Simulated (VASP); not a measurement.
# BeS (F-43m) in VASP: further runs

One crystal, BeS, is run at these levels: PBE; tasks: single point.

Program: VASP 6.6.1. These are calculated values, not measurements. Logs are shortened: lines on timing, memory, paths and dates and some standing lists are left out, and cuts for length are marked.

### Step 1. Starting point

The structure is cubic, space group F-43m (No. 216). Conventional cell: a = 4.672 Å, b = 4.672 Å, c = 4.672 Å, α = 90.00°, β = 90.00°, γ = 90.00°. Around Be (site symmetry -43m) lie 4 S at 2.02 Å. S (site symmetry -43m) is surrounded by 4 Be at 2.02 Å.

### Step 2. Single point, PBE

File INCAR:

```
PREC = Accurate
ENCUT = 520
EDIFF = 1E-7
ISMEAR = 0
SIGMA = 0.02
LREAL = F
LASPH = T
NELM = 100
ALGO = Normal
ISIF = 2
LWAVE = F
LCHARG = F
GGA = PE
NBANDS = 11
```

File KPOINTS:

```
Automatic mesh
0
Gamma
  8 8 8
```

File POSCAR:

```
BeS
1.0
    0.0000000000      2.3362186295      2.3362186295
    2.3362186295      0.0000000000      2.3362186295
    2.3362186295      2.3362186295      0.0000000000
Be S
1 1
Direct
    0.0000000000      0.0000000000      0.0000000000
    0.2500000000      0.2500000000      0.2500000000
```

Potentials or basis: VASP PAW PBE potentials, release 64 (Be, S).

Command:

```console
> cat potpaw_PBE.64/Be/POTCAR potpaw_PBE.64/S/POTCAR > POTCAR
> mpirun -np 1 vasp_std > vasp.out
```

OUTCAR:

```text
PREC = Accurate
   ENCUT = 520
   EDIFF = 1E-7
   ISMEAR = 0
   LREAL = F
   LASPH = T
   NELM = 100
   ISIF = 2
   GGA = PE

 ion  position               nearest neighbor table
   1  0.000  0.000  0.000-   2 2.02   2 2.02   2 2.02   2 2.02
   2  0.250  0.250  0.250-   1 2.02   1 2.02   1 2.02   1 2.02

  LATTYP: Found a face centered cubic cell.
 ALAT       =     4.6724372590

  Lattice vectors:

 A1 = (   0.0000000000,   2.3362186295,   2.3362186295)
 A2 = (   2.3362186295,   0.0000000000,   2.3362186295)
 A3 = (   2.3362186295,   2.3362186295,   0.0000000000)

Analysis of symmetry for initial positions (statically):
=====================================================================
 Subroutine PRICEL returns:
 Original cell was already a primitive cell.

 Routine SETGRP: Setting up the symmetry group for a
 face centered cubic supercell.

 Subroutine GETGRP returns: Found 24 space group operations
 (whereof 24 operations were pure point group operations)
 out of a pool of 48 trial point group operations.

The static configuration has the point symmetry T_d .

Analysis of symmetry for dynamics (positions and initial velocities):
=====================================================================
 Subroutine PRICEL returns:
 Original cell was already a primitive cell.

 Routine SETGRP: Setting up the symmetry group for a
 face centered cubic supercell.

 Subroutine GETGRP returns: Found 24 space group operations
 (whereof 24 operations were pure point group operations)
 out of a pool of 48 trial point group operations.

The dynamic configuration has the point symmetry T_d .

 Subroutine INISYM returns: Found 24 space group operations
 (whereof 24 operations are pure point group operations),
 and found     1 'primitive' translations

----------------------------------------------------------------------------------------

                                     Primitive cell

  volume of cell :      25.5018

  direct lattice vectors                    reciprocal lattice vectors
     0.000000000  2.336218629  2.336218629    -0.214021065  0.214021065  0.214021065
     2.336218629  0.000000000  2.336218629     0.214021065 -0.214021065  0.214021065
     2.336218629  2.336218629  0.000000000     0.214021065  0.214021065 -0.214021065

  length of vectors
     3.303912071  3.303912071  3.303912071     0.370695359  0.370695359  0.370695359

  position of ions in fractional coordinates (direct lattice)
     0.000000000  0.000000000  0.000000000
     0.250000000  0.250000000  0.250000000

  ion indices of the primitive-cell ions
   primitive index   ion index
                 1           1
                 2           2

----------------------------------------------------------------------------------------

 KPOINTS: Automatic mesh

Automatic generation of k-mesh.
 Grid dimensions read from file:
 generate k-points for:    8    8    8

 Generating k-lattice:

  Cartesian coordinates                     Fractional coordinates (reciprocal lattice)
    -0.026752633  0.026752633  0.026752633     0.125000000  0.000000000  0.000000000
     0.026752633 -0.026752633  0.026752633     0.000000000  0.125000000  0.000000000
     0.026752633  0.026752633 -0.026752633     0.000000000  0.000000000  0.125000000

  Length of vectors
     0.046336920  0.046336920  0.046336920

  Shift w.r.t. Gamma in fractional coordinates (k-lattice)
     0.000000000  0.000000000  0.000000000

 Subroutine IBZKPT returns following result:
 ===========================================

 Found     29 irreducible k-points:

 Following reciprocal coordinates:
            Coordinates               Weight
  0.000000  0.000000  0.000000      1.000000
  0.125000  0.000000  0.000000      8.000000
  0.250000  0.000000  0.000000      8.000000
  0.375000  0.000000  0.000000      8.000000
  0.500000  0.000000  0.000000      4.000000
  0.125000  0.125000  0.000000      6.000000
[... 16 lines left out ...]
  0.500000  0.250000  0.125000     48.000000
 -0.375000  0.250000  0.125000     24.000000
 [... further k-points ...]
   k-points           NKPTS =     29   k-points in BZ     NKDIM =     29   number of bands    NBANDS=     11
   number of dos      NEDOS =    301   number of ions     NIONS =      2
   total plane-waves  NPLWV =  21952
   dimension x,y,z NGX =    28 NGY =   28 NGZ =   28
   dimension x,y,z NGXF=    56 NGYF=   56 NGZF=   56
   ions per type =               1   1
   NGX,Y,Z   is equivalent  to a cutoff of  14.09, 14.09, 14.09 a.u.
   NGXF,Y,Z  is equivalent  to a cutoff of  28.18, 28.18, 28.18 a.u.
 SYSTEM =  unknown system
   PREC   = accura    normal or accurate (medium, high low for compatibility)
   ISTART =      0    job   : 0-new  1-cont  2-samecut
   ICHARG =      2    charge: 1-file 2-atom 10-const
   ISPIN  =      1    spin polarized calculation?
   LNONCOLLINEAR =      F non collinear calculations
   LSORBIT =      F    spin-orbit coupling
   LASPH  =      T    aspherical Exc in radial PAW
   ENCUT  =  520.0 eV  38.22 Ry    6.18 a.u.   6.14  6.14  6.14*2*pi/ulx,y,z
   NELM   =    100;   NELMIN=  2; NELMDL= -5     # of ELM steps
   EDIFF  = 0.1E-06   stopping-criterion for ELM
   LREAL  =      F    real-space projection
   EDIFFG = 0.1E-05   stopping-criterion for IOM
   NSW    =      0    number of steps for IOM
   IBRION =     -1    ionic relax: 0-MD 1-quasi-New 2-CG
   NFREE  =      0    steps in history (QN), initial steepest desc. (CG)
   ISIF   =      2    stress and relaxation
   ISYM   =      2    0-nonsym 1-usesym 2-fastsym
   POTIM  = 0.5000    time-step for ionic-motion
   TEBEG  =    0.0;   TEEND  =   0.0 temperature during run
   PSTRESS=    0.0 pullay stress
   NELECT =       8.0000    total number of electrons
   NUPDOWN=      -1.0000    fix difference up-down
   EMIN   =  10.00;   EMAX   =-10.00  energy-range for DOS
   EFERMI =   0.00;   METHOD = LEGACY
   ISMEAR =     0;   SIGMA  =   0.02  broadening in eV -4-tet -1-fermi 0-gaus
   EFERMI_NEDOS =   21; number of points for ismear=-14 and -15
   IALGO  =     38    algorithm
   IMIX   =      4    mixing-type and parameters
     AMIX     =   0.40;   BMIX     =  1.00
     AMIX_MAG =   1.60;   BMIX_MAG =  1.00
  volume/ion in A,a.u.               =      12.75        86.05
  Fermi-wavevector in a.u.,A,eV,Ry     =   1.112367  2.102068 16.835303  1.237360
  Thomas-Fermi vector in A             =   2.248940
   LORBIT       =      0    0 simple, 1 ext, 2 COOP (PROOUT), +10 PAW based schemes
   GGA     = PE    functional components
   LHFCALC =     F    Hartree Fock is set to
   AEXX    =    0.0000 exact exchange contribution
   IVDW    =     0    specifies the selected vdW correction
   LEPSILON=     F    determine dielectric tensor
   LRPA    =     F    only Hartree local field effects (RPA)
 non-spin polarized calculation
 Gauss-broadening in eV      SIGMA  =   0.02
  energy-cutoff  :      520.00
  volume of cell :       25.50
 maximum number of plane-waves:       701
 NGX is ok and might be reduce to    28
   NGX = 13   NGY = 13   NGZ = 13

 number of electron       7.9999999 magnetization

 Free energy of the ion-electron system (eV)
  ---------------------------------------------------
  ext. energy  EPLUGINS =         0.00000000
  ---------------------------------------------------
  free energy    TOTEN  =        -9.86364263 eV

  energy without entropy =       -9.86364263  energy(sigma->0) =       -9.86364263

 E-fermi :   5.5330     XC(G=0): -10.2014

 val. band max:        5.4037848126   @ k =   0.0000   0.0000   0.0000
 cond. band min:       8.2328794906   @ k =   0.5000   0.5000   0.0000
 fundamental gap:      2.8290946780
 Fermi energy:         5.5330224072

 k-point     1 :       0.0000    0.0000    0.0000
  band No.  band energies     occupation
      1      -9.0964      2.00000
      2       5.4038      2.00000
      3       5.4038      2.00000
      4       5.4038      2.00000
      5      10.9969      0.00000
      6      10.9969      0.00000
      7      10.9969      0.00000
      8      12.2805      0.00000
      9      18.4274      0.00000
     10      18.4274      0.00000
     11      21.1499      0.00000

 k-point     2 :       0.1250    0.0000    0.0000
  band No.  band energies     occupation
      1      -8.8916      2.00000
      2       4.0605      2.00000
      3       5.1644      2.00000
      4       5.1644      2.00000
      5      11.1912      0.00000
      6      11.4096      0.00000
      7      11.4096      0.00000
      8      13.4511      0.00000
      9      17.6769      0.00000
     10      17.6769      0.00000
     11      20.7075      0.00000

 k-point     3 :       0.2500    0.0000    0.0000
  band No.  band energies     occupation
      1      -8.3196      2.00000
      2       1.7038      2.00000
      3       4.7002      2.00000
      4       4.7002      2.00000
      5      11.2746      0.00000
      6      12.0035      0.00000
      7      12.0035      0.00000
      8      15.5645      0.00000
      9      17.4487      0.00000
     10      17.4487      0.00000
     11      20.2638      0.00000
[... 267 lines left out ...]
 k-point    23 :       0.5000    0.2500    0.1250
  band No.  band energies     occupation
      1      -7.1754      2.00000
      2       0.1139      2.00000
      3       2.3381      2.00000
      4       3.5425      2.00000
      5      11.4096      0.00000
      6      12.3716      0.00000
      7      14.3189      0.00000
      8      15.0691      0.00000
      9      18.6725      0.00000
     10      20.5630      0.00000
     11      22.8311      0.00000

 k-point    24 :      -0.3750    0.2500    0.1250
  band No.  band energies     occupation
      1      -6.8231      2.00000
      2      -0.5585      2.00000
      3       2.2538      2.00000
      4       3.2506      2.00000
      5      11.4206      0.00000
      6      12.2438      0.00000
      7      15.0481      0.00000
      8      16.4235      0.00000
      9      17.3281      0.00000
     10      21.4115      0.00000
     11      22.3140      0.00000

 [... further k-points ...]

------------------------ aborting loop because EDIFF is reached ----------------------------------------

  FORCE on cell =-STRESS in cart. coord.  units (eV):
  Direction    XX          YY          ZZ          XY          YZ          ZX
  --------------------------------------------------------------------------------------
  -------------------------------------------------------------------------------------
  Total        2.4075740      2.4075740      2.4075740      0.0000000      0.0000000      0.0000000
  in kB      151.2584954    151.2584954    151.2584954      0.0000000      0.0000000      0.0000000
  external PRESSURE =     151.2584954 kB  Pullay stress =       0.0000000 kB

 VOLUME and BASIS-vectors are now :
 -----------------------------------------------------------------------------
  energy-cutoff  :      520.00
  volume of cell :       25.50
      direct lattice vectors                 reciprocal lattice vectors
     0.000000000  2.336218629  2.336218629    -0.214021065  0.214021065  0.214021065
     2.336218629  0.000000000  2.336218629     0.214021065 -0.214021065  0.214021065
     2.336218629  2.336218629  0.000000000     0.214021065  0.214021065 -0.214021065

 POSITION                                       TOTAL-FORCE (eV/Angst)
 -----------------------------------------------------------------------------------
      0.00000      0.00000      0.00000        -0.000000     -0.000000     -0.000000
      1.16811      1.16811      1.16811         0.000000      0.000000      0.000000
 -----------------------------------------------------------------------------------
    total drift:                               -0.000000     -0.000000     -0.000000

  FREE ENERGIE OF THE ION-ELECTRON SYSTEM (eV)
  ---------------------------------------------------
  free  energy   TOTEN  =        -9.8636426263 eV

  energy  without entropy=       -9.8636426263  energy(sigma->0) =       -9.86364263
```

Wall time 6.5 s (1 thread of Intel Xeon Platinum 8488C (Sapphire Rapids), shared host); peak memory 0.15 GiB.

Results:

- Free energy: -9.8636 eV
- Pressure: 15.1 GPa
- Band gap on the k mesh: 2.83 eV, indirect (least direct gap 5.59 eV)

Caveat: so large a pressure means that the cell lies far from this level's equilibrium, or that cutoff or potentials fall short. A k mesh can miss the band edges.

### Step 3. Single point, PBE

This run uses another cell than the first one, of 14.92 Å³/atom, 1.170 times its volume.

File INCAR:

```
PREC = Accurate
ENCUT = 520
EDIFF = 1E-6
ISMEAR = 0
SIGMA = 0.02
LREAL = F
LASPH = T
NELM = 60
ALGO = Normal
ISIF = 2
LWAVE = F
LCHARG = F
GGA = PE
NBANDS = 11
```

File KPOINTS:

```
regular mesh
0
Gamma
  8 8 8
```

File POSCAR:

```
BeS
1.0
    0.0000000000      2.4620583061      2.4620583061
    2.4620583061      0.0000000000      2.4620583061
    2.4620583061      2.4620583061      0.0000000000
Be S
1 1
Direct
    0.0000000000      0.0000000000      0.0000000000
    0.2500000000      0.2500000000      0.2500000000
```

Potentials or basis: VASP PAW PBE potentials, release 64 (Be, S).

Command:

```console
> cat potpaw_PBE.64/Be/POTCAR potpaw_PBE.64/S/POTCAR > POTCAR
> mpirun -np 1 vasp_std > vasp.out
```

Wall time 6 s (1 thread of Intel Xeon Platinum 8488C (Sapphire Rapids), shared host); peak memory 0.15 GiB.

The run converged. Its results:

* Free energy: -10.0065 eV
* Pressure: -2.6 GPa
* Band gap on the k mesh: 3.21 eV, indirect (least direct gap 5.51 eV)

Levels at points of the mesh, in eV from the valence-band top:
```
           k point  band 1  band 2  band 3  band 4  band 5  band 6  band 7  band 8
(0.00, 0.00, 0.00)  -13.40    0.00    0.00    0.00    5.51    5.68    5.68    5.68
(0.50, 0.00, 0.00)  -11.91   -5.50   -0.97   -0.97    5.31    6.57    6.57   10.99
(0.50, 0.50, 0.00)  -11.41   -4.79   -2.49   -2.49    3.21    4.95   12.41   12.41
```

A k mesh can miss the band edges. PBE gaps usually lie below the measured ones, often by a third to a half.
